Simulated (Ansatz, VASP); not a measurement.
**Ge: VASP beside Ansatz**

```
Ge
1.0
     4.07602    0.00000    0.00000
    -2.03801    3.52994    0.00000
     0.00000    0.00000    6.72212
Ge
4
Direct
  0.33333 0.66667 0.00037
  0.66667 0.33333 0.50037
  0.33333 0.66667 0.37463
  0.66667 0.33333 0.87463
```

Alike in both runs: task single point; functional r2SCAN; k mesh 6 × 6 × 4; occupations fermi-dirac, width 0.02 eV; no spin polarisation.

```csv
,VASP,Ansatz
version,VASP 6.6.1,Ansatz 0.2.0
potentials or method,"VASP PAW PBE potentials, release 64 (Ge_d)","plane waves, PAW"
plane-wave cutoff (eV),520,500
valence electrons in the cell,56,56
```

```csv
,VASP,Ansatz,Ansatz less VASP
pressure (GPa),-3.4,-3.4,-0.02
largest component of the traceless stress (GPa),0.15,0.12,-0.030
```

Caveats: the PAW data sets were made with another functional, which shifts forces and pressure a little (VASP).
